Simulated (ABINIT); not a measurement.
The system is Ag.

```
Ag
1.0
     0.00000    2.04275    2.04275
     2.04275    0.00000    2.04275
     2.04275    2.04275    0.00000
Ag
1
Cartesian
  0.0000 0.0000 0.0000
```

Base run:

```yaml
Program: ABINIT 10.8.3 (patched build)
Functional: rPW86PBE
Potentials_or_basis: JTH PAW PBE v2.0
Cutoff: 463 eV
k_mesh: 11 × 11 × 11
Occupations: fermi-dirac, width 0.05 eV
Spin: no spin polarisation
```

Its results: band gap on the k mesh none (metal or under the smearing width); pressure 11.3 GPa.

Task: After a change of settings the same cell gave: band gap on the k mesh none (metal or under the smearing width); pressure -2.6 GPa. Which change was it?
A. functional from rPW86PBE to PBE; k mesh from 11 × 11 × 11 to 4 × 4 × 4
B. functional from rPW86PBE to PBE; k mesh from 11 × 11 × 11 to 7 × 7 × 7
C. functional from rPW86PBE to LDA-PZ; potentials or basis from JTH PAW PBE v2.0 to PseudoDojo NC SR LDA v0.4.1 standard; cutoff from 463 eV to 1170 eV; valence electrons from 11 to 19
D. functional from rPW86PBE to AM05

Result: D.

Caveats: the PAW data sets were made with another functional, which shifts forces and pressure a little.

Not every run made on this cell is shown here.
